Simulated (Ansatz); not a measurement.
Relaxed bulk TiC, space group Fm-3m (No. 225):

```cif
data_structure
_symmetry_space_group_name_H-M 'Fm-3m'
_symmetry_Int_Tables_number 225
_cell_length_a 4.2934
_cell_length_b 4.2934
_cell_length_c 4.2934
_cell_angle_alpha 90.000
_cell_angle_beta 90.000
_cell_angle_gamma 90.000
_cell_volume 79.14
loop_
_atom_site_label
_atom_site_type_symbol
_atom_site_symmetry_multiplicity
_atom_site_Wyckoff_symbol
_atom_site_fract_x
_atom_site_fract_y
_atom_site_fract_z
_atom_site_occupancy
Ti1 Ti 4 a 0.00000 0.00000 0.00000 1
C1 C 4 b 0.50000 0.00000 0.00000 1
```

These are results of DFT PBEsol, scalar-relativistic, plane waves, PAW (Ansatz 0.2.0), not measurements. Cutoff 420 eV, k spacing 0.19 to 0.25 Å⁻¹, dipole correction; no spin polarisation.

Slabs with different planes and terminations (top/bottom plane) are cut from it in 1×1 cells and relaxed. Each holds whole formula units counted by Ti and an excess Δn of C (negative: a deficit); ΔE is its energy over those formula units in the bulk and the excess in the standard state of C. The formation energy of TiC is -1.832 eV a formula unit (uncorrected), so Δμ(C) runs from -1.832 eV to 0 if no other compound intervenes.

| slab | A (Å²) | Δn(C) | ΔE (eV) |
| --- | --- | --- | --- |
| (100) TiC/TiC, Ti6C6 | 9.22 | 0 | 2.183 |
| (221) TiC/TiC, Ti16C16 | 27.65 | 0 | 16.509 |
| (210) TiC/TiC, Ti12C12 | 20.61 | 0 | 7.716 |
| (111) Ti/Ti, Ti5C4 | 7.98 | -1.00 | 3.470 |
| (111) C/C, Ti5C6 | 7.98 | +1.00 | 8.388 |
| (110) TiC/TiC, Ti8C8 | 13.03 | 0 | 6.518 |
| (111) Ti/C, Ti5C5 | 7.98 | 0 | 5.977 |

Q: Work out each slab's surface energy at the C-rich and C-poor ends.

A: γ = [ΔE − Δn·Δμ(C)]/(2A) × 16.02 J/m² per eV/Å², the mean of both faces:

| slab | C-rich (J/m²) | C-poor (J/m²) |
| --- | --- | --- |
| (100) TiC/TiC, Ti6C6 | 1.90 | 1.90 |
| (221) TiC/TiC, Ti16C16 | 4.78 | 4.78 |
| (210) TiC/TiC, Ti12C12 | 3.00 | 3.00 |
| (111) Ti/Ti, Ti5C4 | 3.48 | 1.64 |
| (111) C/C, Ti5C6 | 8.42 | 10.26 |
| (110) TiC/TiC, Ti8C8 | 4.01 | 4.01 |
| (111) Ti/C, Ti5C5 | 6.00 | 6.00 |

Q: Does the lowest surface change with the conditions?

A: Yes: among these slabs (100) TiC/TiC, Ti6C6 is lowest at the C-rich end and (111) Ti/Ti, Ti5C4 at the C-poor end. Their lines cross where (ΔE − Δn·Δμ)/A is equal, at Δμ(C) = -1.58 eV, with γ = 1.90 J/m².

Only the planes named were cut, so another facet can lie lower still. Reconstructions in larger cells weren't sought.